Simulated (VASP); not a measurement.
## MgO in VASP 6.6.1, single-point calculation

INCAR

```
EDIFF = 1E-7
NBANDS = 16
LCHARG = .FALSE.
SIGMA = 0.02
LWAVE = .FALSE.
ISMEAR = -1
ENCUT = 520
NSW = 0
LASPH = .TRUE.
PREC = Accurate
NELMIN = 8
LREAL = .FALSE.
ISIF = 2
NELM = 120
IBRION = -1
GGA = PE
```

KPOINTS

```
KPOINTS created by Atomic Simulation Environment
0
Gamma
12 12 6
0 0 0
```

POSCAR

```
Mg O
 1.0000000000000000
     3.2767768802576680   -0.0000000000288675    0.0000000000000000
    -1.6383884401038340    2.8377720208510944    0.0000000000000000
     0.0000000000000000    0.0000000000000000    3.9362907704999999
 Mg  O
   2   2
Cartesian
  1.6383884401371669  0.9459240069311199  2.9522180778750009
  0.0000000000166666  1.8918480138911069  0.9840726926250002
  1.6383884401371669  0.9459240069311199  0.9840726926250002
  0.0000000000166666  1.8918480138911069  2.9522180778750009
```

The recommended PBE PAW datasets give the neutral cell 16 valence electrons.

Command

```
mpirun -np 1 vasp_std
```

OSZICAR

```
N       E                     dE             d eps       ncg     rms          rms(c)
DAV:   1     0.633825702572E+02    0.63383E+02   -0.78929E+03  2448   0.910E+02
DAV:   2    -0.237258824589E+02   -0.87108E+02   -0.80218E+02  3344   0.211E+02
DAV:   3    -0.270819013638E+02   -0.33560E+01   -0.33450E+01  2848   0.412E+01
DAV:   4    -0.270941540847E+02   -0.12253E-01   -0.12252E-01  2840   0.289E+00
DAV:   5    -0.270942098671E+02   -0.55782E-04   -0.55782E-04  2824   0.185E-01    0.118E+01
DAV:   6    -0.227787937446E+02    0.43154E+01   -0.98158E+00  2520   0.256E+01    0.316E+00
DAV:   7    -0.227340168330E+02    0.44777E-01   -0.17913E-01  2560   0.323E+00    0.211E+00
DAV:   8    -0.227170386652E+02    0.16978E-01   -0.67550E-02  2584   0.286E+00    0.448E-01
DAV:   9    -0.227148122119E+02    0.22265E-02   -0.41059E-03  2984   0.589E-01    0.118E-01
DAV:  10    -0.227153570208E+02   -0.54481E-03   -0.87788E-04  2432   0.200E-01    0.371E-02
DAV:  11    -0.227153644172E+02   -0.73964E-05   -0.16064E-05  2656   0.378E-02    0.130E-02
DAV:  12    -0.227153645674E+02   -0.15017E-06   -0.48113E-06  2472   0.175E-02    0.207E-03
DAV:  13    -0.227153644920E+02    0.75319E-07   -0.37069E-07  2816   0.485E-03
   1 F= -.22715364E+02 E0= -.22715364E+02  d E =-.212828E-10
```

Standard output (part)

```
POSCAR found type information on POSCAR MgO
 POSCAR found :  2 types and       4 ions
 LDA part: xc-table for (Slater+PW92), standard interpolation
 POSCAR, INCAR and KPOINTS ok, starting setup
 WAVECAR not read
 entering main loop
```

From OUTCAR

```
k-points           NKPTS =     76   k-points in BZ     NKDIM =     76   number of bands    NBANDS=     16

   NELECT =      16.0000    total number of electrons

   dimension x,y,z NGX =    24 NGY =   24 NGZ =   30
   dimension x,y,z NGXF=    48 NGYF=   48 NGZF=   60

  energy-cutoff  :      520.00
  volume of cell :       36.60
      direct lattice vectors                 reciprocal lattice vectors
     3.276776880 -0.000000000  0.000000000     0.305177934  0.176194563  0.000000000
    -1.638388440  2.837772021  0.000000000     0.000000000  0.352389125  0.000000000
     0.000000000  0.000000000  3.936290770     0.000000000  0.000000000  0.254046273

 k-points in reciprocal lattice and weights: KPOINTS created by Atomic Simulation Env
   0.00000000  0.00000000  0.00000000       0.001
   0.08333333  0.00000000  0.00000000       0.007
   0.16666667  0.00000000  0.00000000       0.007
   0.25000000  0.00000000  0.00000000       0.007
   0.33333333 -0.00000000  0.00000000       0.007
   0.41666667  0.00000000  0.00000000       0.007
   0.50000000  0.00000000  0.00000000       0.003
   0.08333333  0.08333333  0.00000000       0.007
   ...

 E-fermi :   3.7169

 k-point     1 :       0.0000    0.0000    0.0000
  band No.  band energies     occupation
      1     -14.4977      2.00000
      2     -12.5737      2.00000
      3      -0.9945      2.00000
      4       1.2332      2.00000
      5       1.2332      2.00000
      6       2.2748      2.00000
      7       2.2748      2.00000
      8       3.3627      2.00000
      9       7.7735      0.00000
     10      14.4118      0.00000
     11      17.1264      0.00000
     12      17.2347      0.00000
     13      17.2347      0.00000
     14      20.0122      0.00000
     15      20.0122      0.00000
     16      21.1371      0.00000

 k-point     2 :       0.0833    0.0000    0.0000
  band No.  band energies     occupation
      1     -14.4496      2.00000
      2     -12.5794      2.00000
      3      -0.9314      2.00000
      4       1.1058      2.00000
      5       1.1659      2.00000
      6       2.0852      2.00000
      7       2.3252      2.00000
      8       3.2919      2.00000
      9       8.0970      0.00000
     10      14.6151      0.00000
     11      16.8269      0.00000
     12      16.9094      0.00000
     13      17.3853      0.00000
     14      19.5965      0.00000
     15      19.7067      0.00000
     16      20.8030      0.00000

 k-point     3 :       0.1667    0.0000    0.0000
  band No.  band energies     occupation
      1     -14.3118      2.00000
      2     -12.6010      2.00000
      3      -0.7465      2.00000
      4       0.7093      2.00000
      5       1.0086      2.00000
      6       1.7263      2.00000
      7       2.4358      2.00000
      8       3.0861      2.00000
      9       8.8714      0.00000
     10      15.1180      0.00000
     11      16.0802      0.00000
     12      16.2135      0.00000
     13      17.8165      0.00000
     14      18.8046      0.00000
     15      19.4562      0.00000
     16      20.0416      0.00000

 ...

  Total        9.3457203      9.3457203     10.0591531     -0.0000000      0.0000000      0.0000000
  in kB      409.0833621    409.0833621    440.3119329     -0.0000000      0.0000000      0.0000000
  external PRESSURE =     419.4928857 kB  Pullay stress =       0.0000000 kB

 POSITION                                       TOTAL-FORCE (eV/Angst)
 -----------------------------------------------------------------------------------
      1.63839      0.94592      2.95222        -0.000000      0.000000     -0.000000
      0.00000      1.89185      0.98407        -0.000000     -0.000000     -0.000000
      1.63839      0.94592      0.98407         0.000000     -0.000000      0.000000
      0.00000      1.89185      2.95222         0.000000     -0.000000      0.000000
 -----------------------------------------------------------------------------------
    total drift:                               -0.000000      0.000000     -0.000000

  FREE ENERGIE OF THE ION-ELECTRON SYSTEM (eV)
  ---------------------------------------------------
  free  energy   TOTEN  =       -22.7153644920 eV

  energy  without entropy=      -22.7153644920  energy(sigma->0) =      -22.71536449
```

It converged. Results: gap between bands v and c on the k mesh 4.41 eV; least direct gap on the k mesh 4.41 eV; pressure 41.9 GPa. Band v is the last that the valence electrons fill when counted band by band, and c is the next.

For comparison, a separate PBE run of the intended cell, on usual settings and not on those above, gives a gap of 4.41 eV on its mesh and a pressure of 41.9 GPa.

The run above took about 19 s on one core of a shared host (Intel Xeon Platinum 8488C) and held 0.17 GiB at most.
